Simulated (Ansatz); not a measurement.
A (001) slab of WS2 (P-6m2 (No. 187)), 4 planes, outer planes W (top) and W (bottom), with 4 atoms (W2S2) in a surface cell of A = 8.805 Å², as cut from the bulk:

```
CELL_PARAMETERS angstrom
3.18852 0.00000 0.00000
-1.59426 2.76134 0.00000
0.00000 0.00000 31.95067
ATOMIC_POSITIONS crystal
W 0.33333 0.66667 0.23474
S 0.66667 0.33333 0.28390
S 0.66667 0.33333 0.71610
W 0.33333 0.66667 0.76526
```

Computed with Ansatz 0.2.0, DFT PBE, scalar-relativistic, plane waves, PAW. Settings: cutoff 420 eV, Γ-centred mesh 9×9×1 on the computed 4-atom cell, Gaussian smearing of 0.05 eV; no spin polarisation.

The relaxed slab holds 1 formula units of WS2 and 1 further W. Against those formula units in the bulk and the further W in its standard state it lies 4.519 eV higher. The formation energy of WS2 from the standard states is -2.493 eV a formula unit (uncorrected, no zero-point or thermal terms).

Q: Over what range can the chemical potential of W vary, and what is the surface energy at both ends?

A: In contact with the bulk, μ(W) + 2μ(S) is fixed. With Δμ counted from the standard states, Δμ(W) ≤ 0 keeps elemental W from forming, and Δμ(S) ≤ 0 requires Δμ(W) ≥ ΔH = -2.493 eV. Other compounds of W and S can narrow this range. Then γ, the mean of both faces, = [4.519 eV − 1.00·Δμ(W)]/(2A). At the W-rich end (Δμ = 0): 4.519/(2 × 8.805) × 16.02 = 4.11 J/m². At the W-poor end: (4.519 + 2.493)/(2 × 8.805) × 16.02 = 6.38 J/m².

Q: How does its energy depend on growth conditions?

A: It carries an excess of W, so its energy falls by 0.91 J/m² for each eV that μ(W) rises: W-rich conditions lower it; whether it appears depends on the other terminations.

Each cell of WS2 holds layers, and where no dispersion correction was added their binding is poorly described.

The reference crystal is a form of WS2, which isn't its usual structure.